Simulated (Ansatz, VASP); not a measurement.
# GaSb in two plane-wave programs, part 2 of 2

One calculation is typed for both programs; each brings its own data sets. How far apart do they land? The structure shown is the end of the Ansatz relaxation below.

VASP 6.6.1 and Ansatz 0.2.0.

So far. Step 3 (VASP: single point, PBEsol, pair 1): The run ends at a pressure of 0.90 GPa, with forces up to 4.3e-4 eV/Å.

## 6. VASP: single point, PBEsol, pair 2

Level of this step: PBEsol; plane waves and PAW (Sb, Ga_d) (VASP).

The same cell, functional, mesh and smearing now go to VASP, with its own data sets.

Input file INCAR:

```
SYSTEM = GaSb
PREC = Accurate
ENCUT = 500
EDIFF = 1E-06
NELM = 120
ISMEAR = -1
SIGMA = 0.02
LREAL = .FALSE.
ALGO = Normal
GGA = PS
NBANDS = 33
LORBIT = 11
LWAVE = .FALSE.
LCHARG = .FALSE.
ISIF = 2
LASPH = .TRUE.
GGA_COMPAT = .FALSE.
EFERMI = MIDGAP
KPAR = 2
```

Input file POSCAR:

```
GaSb
1.0
    4.1922459100      0.0000000000      0.0000000000
   -2.0961229550      3.6305914570      0.0000000000
    0.0000000000      0.0000000000     10.7347905499
Sb Ga
3 3
Direct
    0.0000000000      0.0000000000      0.7522355174
    0.3333333333      0.6666666667      0.0855688508
    0.6666666667      0.3333333333      0.4189021841
    0.0000000000      0.0000000000      0.9977644826
    0.3333333333      0.6666666667      0.3310978159
    0.6666666667      0.3333333333      0.6644311492
```

Input file KPOINTS:

```
Automatic mesh
0
Gamma
7 7 3
0 0 0
```

Potentials, in the order of the species: Sb and Ga_d (PBE family, release 64).

Launch:

```sh
mpirun -np 2 vasp_std
```

Numbers of over 12 decimals in the logs are rounded to 6 here.

Log:

```text
[banner, memory and clock lines left out]
running    2 mpi-ranks, on    1 nodes
[...]
[... a notice as in an earlier step ...]

 LDA part: xc-table for (Slater+PW92), standard interpolation
 POSCAR, INCAR and KPOINTS ok, starting setup
[...]
entering main loop
       N       E                     dE             d eps       ncg     rms          rms(c)
DAV:   1     0.389561367666E+03    0.38956E+03   -0.24241E+04  1328   0.205E+03
DAV:   2     0.260582270027E+02   -0.36350E+03   -0.35634E+03  1440   0.487E+02
DAV:   3    -0.225540864473E+02   -0.48612E+02   -0.47741E+02  1544   0.143E+02
DAV:   4    -0.246014449587E+02   -0.20474E+01   -0.20346E+01  1559   0.305E+01
[...]
DAV:  11    -0.243137539984E+02   -0.20094E-04   -0.65002E-05  1737   0.476E-02    0.957E-03
DAV:  12    -0.243137620128E+02   -0.80145E-05   -0.10818E-05  1391   0.160E-02    0.344E-03
DAV:  13    -0.243137621095E+02   -0.96702E-07   -0.53928E-07  1047   0.645E-03
   1 F= -.24313762E+02 E0= -.24313717E+02  d E =-.909335E-04
```

From OUTCAR (step 6):

```text
  Total        4.1921569      4.1921569      0.0783686     -0.0000000      0.0000000      0.0000000
  in kB       41.1083836     41.1083836      0.7684840     -0.0000000      0.0000000      0.0000000
  external PRESSURE =      27.6617504 kB  Pullay stress =       0.0000000 kB

 POSITION                                       TOTAL-FORCE (eV/Angst)
 -----------------------------------------------------------------------------------
      0.00000      0.00000      8.07509         0.000000     -0.000000     -0.000439
     -0.00000      2.42039      0.91856         0.000000     -0.000000     -0.000439
      2.09612      1.21020      4.49683         0.000000     -0.000000     -0.000439
      0.00000      0.00000     10.71079        -0.000000     -0.000000      0.000439
     -0.00000      2.42039      3.55427        -0.000000      0.000000      0.000439
      2.09612      1.21020      7.13253        -0.000000      0.000000      0.000439
 -----------------------------------------------------------------------------------
    total drift:                                0.000001      0.000000     -0.001326

  FREE ENERGIE OF THE ION-ELECTRON SYSTEM (eV)
  ---------------------------------------------------
  free  energy   TOTEN  =       -24.3137621095 eV

  energy  without entropy=      -24.3136711760  energy(sigma->0) =      -24.31371664

[... 1 part as in an earlier step ...]

[... 2 further parts left out ...]
[key lines of the parts left out:]
E-fermi :   5.4793
```

The run ends at a pressure of 2.77 GPa, with forces up to 4.4e-4 eV/Å.

## 7. Side by side

What differs besides the data sets and the points named for the pairs above, as far as they apply: the data sets hold 84 valence electrons in Ansatz (on its PAW soft_1 files) and 54 in VASP. Total energies have different zeros and are not compared.

Compared:

```csv
quantity,Ansatz,VASP,difference
pressure (GPa),2.69,2.77,-0.08
gap on the k mesh (eV),0.139,0.146,-0.007
```

A gap on the mesh is an upper bound, since the band edges may lie between its points.

## 8. Ansatz: relaxation, PBEsol

This run makes the geometry at which the two programs are then compared. The cell compared in this pair holds 165.93 Å³, against 163.39 Å³ for the pair before.

The structure compared here is the end of the Ansatz relaxation.

Input file input.yaml:

```yaml
crystal:
  lattice:
    - [4.23546494, 0.0, 0.0]
    - [-2.11773247, 3.6680202349, 0.0]
    - [0.0, 0.0, 10.713494484]
  atoms:
    - { symbol: Sb, position: [0.0, 0.0, 0.75] }
    - { symbol: Sb, position: [0.3333333, 0.6666667, 0.0833333] }
    - { symbol: Sb, position: [0.6666667, 0.3333333, 0.4166667] }
    - { symbol: Ga, position: [0.0, 0.0, 0.0] }
    - { symbol: Ga, position: [0.3333333, 0.6666667, 0.3333333] }
    - { symbol: Ga, position: [0.6666667, 0.3333333, 0.6666667] }
kpoints:
  mp_grid: { grid: [7, 7, 3] }
scf:
  occupations: { method: fermi_dirac, width: 0.02 }
hamiltonian:
  xc: pbesol
  pseudopotentials: { kind: paw, azcp: { folder: soft_1 }, xc_functional: pbe }
basis:
  ecutwfc: 600
output:
  forces: true
  stress: true
relax:
  f_tol: 0.005
  max_steps: 70
  cell: { stress_tol: 0.02, p_target: 0, fix: [a, b, alpha, beta, gamma] }
```

Launch:

```sh
ansatz run input.yaml --threads 8 --pin off --max-ram 18432MiB --backend cpu --events-out ev --progress --plain --runs-dir out
```

Log:

```text
[...]
Crystal: 6 atoms, lattice volume = 166.442 Å³
Basis set: ecut = 600 eV, 5557 PW (Γ), exchange–correlation on 72×72×180 points (8 copies of the dense FFT grid, shifted against one another)
Bands: 51, of which v1, the nominal top of the filled ones, is band 42 counted from 1 (41 counted from 0)
Symmetry: 18 space group operations
[...]
cell:  # Å, volume = 165.9289 Å³
    - [4.235465, 0, 0]
    - [-2.117732, 3.668020, 0]
    - [0, 0, 10.680439]
  atoms:
    - { symbol: Sb, position: [2.678867848471752e-19, 0, 0.751431] }
    - { symbol: Sb, position: [0.333333, 0.666667, 0.084764] }
    - { symbol: Sb, position: [0.666667, 0.333333, 0.418098] }
    - { symbol: Ga, position: [-2.6788678484717514e-19, 0, -0.00143088] }
    - { symbol: Ga, position: [0.333333, 0.666667, 0.331902] }
    - { symbol: Ga, position: [0.666667, 0.333333, 0.665236] }
[key lines of the parts left out:]
SCF converged after 5 iterations
Free energy (F): -30454.778665 eV
Fermi energy:    8.294850 eV
P = ⅓ Tr σ = 1.7266 GPa (17.266 kbar)
```

## 9. VASP: single point, PBEsol, pair 3

The same cell, functional, mesh and smearing now go to VASP, with its own data sets.

INCAR is that of step 6.

Input file POSCAR:

```
GaSb
1.0
    4.2354649400      0.0000000000      0.0000000000
   -2.1177324700      3.6680202349      0.0000000000
    0.0000000000      0.0000000000     10.6804390584
Sb Ga
3 3
Direct
    0.0000000000      0.0000000000      0.7514308769
    0.3333333333      0.6666666667      0.0847642102
    0.6666666667      0.3333333333      0.4180975435
    0.0000000000      0.0000000000      0.9985691231
    0.3333333333      0.6666666667      0.3319024565
    0.6666666667      0.3333333333      0.6652357898
```

KPOINTS is that of step 6.

Launch:

```sh
mpirun -np 2 vasp_std
```

Log:

```text
[... set-up lines as in an earlier step ...]
 entering main loop
       N       E                     dE             d eps       ncg     rms          rms(c)
DAV:   1     0.390839141903E+03    0.39084E+03   -0.24398E+04  1328   0.205E+03
DAV:   2     0.257313294266E+02   -0.36511E+03   -0.35763E+03  1456   0.485E+02
DAV:   3    -0.225680818366E+02   -0.48299E+02   -0.47492E+02  1496   0.143E+02
DAV:   4    -0.246595474000E+02   -0.20915E+01   -0.20810E+01  1624   0.312E+01
[...]
DAV:  11    -0.243850687150E+02   -0.19548E-04   -0.60442E-05  1674   0.447E-02    0.891E-03
DAV:  12    -0.243850757204E+02   -0.70053E-05   -0.92517E-06  1376   0.147E-02    0.328E-03
DAV:  13    -0.243850758583E+02   -0.13790E-06   -0.41045E-07  1068   0.438E-03
   1 F= -.24385076E+02 E0= -.24385018E+02  d E =-.114942E-03
```

From OUTCAR (step 9):

```text
  Total        2.7546131      2.7546131      0.0640624      0.0000000      0.0000000      0.0000000
  in kB       26.5980178     26.5980178      0.6185739      0.0000000      0.0000000      0.0000000
  external PRESSURE =      17.9382032 kB  Pullay stress =       0.0000000 kB

 POSITION                                       TOTAL-FORCE (eV/Angst)
 -----------------------------------------------------------------------------------
      0.00000      0.00000      8.02561        -0.000000     -0.000000      0.000287
     -0.00000      2.44535      0.90532        -0.000000      0.000000      0.000287
      2.11773      1.22267      4.46547        -0.000000      0.000000      0.000287
      0.00000      0.00000     10.66516         0.000000     -0.000000     -0.000287
     -0.00000      2.44535      3.54486         0.000000      0.000000     -0.000287
      2.11773      1.22267      7.10501         0.000000     -0.000000     -0.000287
 -----------------------------------------------------------------------------------
    total drift:                                0.000001      0.000001     -0.000062

  FREE ENERGIE OF THE ION-ELECTRON SYSTEM (eV)
  ---------------------------------------------------
  free  energy   TOTEN  =       -24.3850758583 eV

  energy  without entropy=      -24.3849609158  energy(sigma->0) =      -24.38501839

[... 1 part as in an earlier step ...]

[... 2 further parts left out ...]
[key lines of the parts left out:]
E-fermi :   5.2519
```

The run ends at a pressure of 1.79 GPa, with forces up to 2.9e-4 eV/Å.

## 10. Comparison

What differs besides the data sets and the points named for the pairs above, as far as they apply: the data sets hold 84 valence electrons in Ansatz (on its PAW soft_1 files) and 54 in VASP. Total energies have different zeros and are not compared.

Compared:

| quantity | Ansatz | VASP | difference |
| --- | --- | --- | --- |
| pressure (GPa) | 1.73 | 1.79 | -0.07 |
| gap on the k mesh (eV) | 0.126 | 0.134 | -0.008 |

A gap on the mesh is an upper bound, since the band edges may lie between its points.

## 11. Summary of results

```yaml
difference_in_gap_on_the_k_mesh_single_point_pbesol_pair_1: -0.0077 eV
difference_in_gap_on_the_k_mesh_single_point_pbesol_pair_2: -0.0071 eV
difference_in_gap_on_the_k_mesh_single_point_pbesol_pair_3: -0.0077 eV
```

**Reading.** The difference in gap on the k mesh is -0.0077 eV (single point, PBEsol, pair 3), within the 0.08 eV picked in this series as the mark of a large difference. The data sets hold unlike numbers of valence electrons (84 in Ansatz and 54 in VASP), so part of the differences comes from the potentials. 4 further runs of this series are not shown here. Such differences can come from data sets, numerical settings and the points named under the comparisons, not from the functional's error against experiment.

[Lines on the potential files, build, host, timing and source positions are cut from VASP's logs without a mark.]

[Logs are printed without paths, hosts, clocks, repeated set-up lines and the standing remarks that a program may print on its own settings, such as how far it seeks lower states.]

[Hosts, paths, dates, database ids (printed as entryN), source tags and the programs' standing remarks are cut or masked in the printed files.]
